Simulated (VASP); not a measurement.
Crystal: GaAs.

```
CELL_PARAMETERS angstrom
0.00000 2.83140 2.83140
2.83140 0.00000 2.83140
2.83140 2.83140 0.00000
ATOMIC_POSITIONS crystal
Ga 0.00000 0.00000 0.00000
As 0.25000 0.25000 0.25000
```

The cell was built by a generator and needn't be a form met in nature.

Base run:

* Program: VASP 6.6.1
* Functional: r2SCAN
* Potentials or basis: VASP PAW PBE potentials, release 64 (Ga_d, As)
* Cutoff: 520 eV
* k mesh: 10 × 10 × 10
* Occupations: gaussian, width 0.03 eV
* Spin: no spin polarisation

Its results: band gap on the k mesh 0.96 eV, direct.

**Question.** The run is repeated on the same cell with these changes: functional from r2SCAN to TB-mBJ. What comes out?

**Answer.** Band gap on the k mesh 1.55 eV, direct.
